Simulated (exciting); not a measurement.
Set up this calculation in exciting (release sodium), as the native input.

- Task: band structure
- Functional: PBE
- Potentials or basis: all-electron LAPW+lo, shipped species files, valence relativity iora*
- rgkmax: 9
- k mesh: 13 × 13 × 13
- Occupations: fermi-dirac, width 0.05 eV
- Spin: no spin polarisation
- outputlevel: normal
- gmaxvr (cutoff of density and potential): 14 1/bohr
- lmaxapw (and lmaxmat): 10
- lmaxvr: 8
- nempty: 12
- Valence relativity: iora*
- epsengy: 1e-05 Ha
- epspot: 1e-05 Ha
- maxscl: 60
- Muffin-tin radii: Cu 2.0 bohr

Cu:

```
CELL_PARAMETERS angstrom
0.00000 1.80750 1.80750
1.80750 0.00000 1.80750
1.80750 1.80750 0.00000
ATOMIC_POSITIONS crystal
Cu 0.00000 0.00000 0.00000
```

One way to write it, as run:

input.xml

```xml
<input>
  <title>Cu</title>
  <structure speciespath="./" tshift="false">
    <crystal scale="1">
      <basevect>0.000000000000 3.415679970261 3.415679970261</basevect>
      <basevect>3.415679970261 0.000000000000 3.415679970261</basevect>
      <basevect>3.415679970261 3.415679970261 0.000000000000</basevect>
    </crystal>
    <species speciesfile="Cu.xml" rmt="2">
      <atom coord="0.000000000000 0.000000000000 0.000000000000"/>
    </species>
  </structure>
  <groundstate do="fromscratch" ngridk="13 13 13" rgkmax="9" gmaxvr="14" lmaxapw="10" lmaxmat="10" lmaxvr="8" xctype="GGA_PBE" stype="Fermi Dirac" swidth="0.00183747" nempty="12" ValenceRelativity="iora*" epsengy="1e-05" epspot="1e-05" maxscl="60" outputlevel="normal"/>
  <properties>
    <bandstructure>
      <plot1d>
        <path steps="80">
          <point coord="0 0 0" label="G"/>
          <point coord="0.5 0 0.5" label="X"/>
          <point coord="0.5 0.25 0.75" label="W"/>
          <point coord="0.375 0.375 0.75" label="K"/>
          <point coord="0 0 0" label="G"/>
          <point coord="0.5 0.5 0.5" label="L"/>
          <point coord="0.625 0.25 0.625" label="U"/>
          <point coord="0.5 0.25 0.75" label="W"/>
          <point coord="0.5 0.5 0.5" label="L"/>
          <point coord="0.375 0.375 0.75" label="K" breakafter="true"/>
          <point coord="0.625 0.25 0.625" label="U"/>
          <point coord="0.5 0 0.5" label="X"/>
        </path>
      </plot1d>
    </bandstructure>
    <dos nwdos="300" winddos="-0.6 0.5" inttype="tetra" ngrdos="100" nsmdos="0" lmirep="true"/>
    <chargedensityplot>
      <plot3d>
        <box grid="13 13 13">
          <origin coord="0 0 0"/>
          <point coord="1 0 0"/>
          <point coord="0 1 0"/>
          <point coord="0 0 1"/>
        </box>
      </plot3d>
    </chargedensityplot>
    <elfplot>
      <plot3d>
        <box grid="13 13 13">
          <origin coord="0 0 0"/>
          <point coord="1 0 0"/>
          <point coord="0 1 0"/>
          <point coord="0 0 1"/>
        </box>
      </plot3d>
    </elfplot>
    <exccplot>
      <plot3d>
        <box grid="13 13 13">
          <origin coord="0 0 0"/>
          <point coord="1 0 0"/>
          <point coord="0 1 0"/>
          <point coord="0 0 1"/>
        </box>
      </plot3d>
    </exccplot>
  </properties>
</input>
```

Potentials or basis: all-electron LAPW+lo, shipped species files, valence relativity iora*.

Launch:

```console
$ OMP_NUM_THREADS=1 exciting_smp
```

Results of the run:

- Band gap on the k mesh: none (metal or under the smearing width)
- All electrons inside the program's atomic spheres: Cu 27.36 (radii Cu 2.0 bohr)

Caveat: the log's total energy holds no entropy term; the free energy is that total less TS from the occupations; the tetrahedron DOS on this energy grid can lose part of the weight of narrow d or f bands.

Run time: 39 s on 1 thread of Arm Neoverse V2 (shared host), peak memory 0.09 GiB.
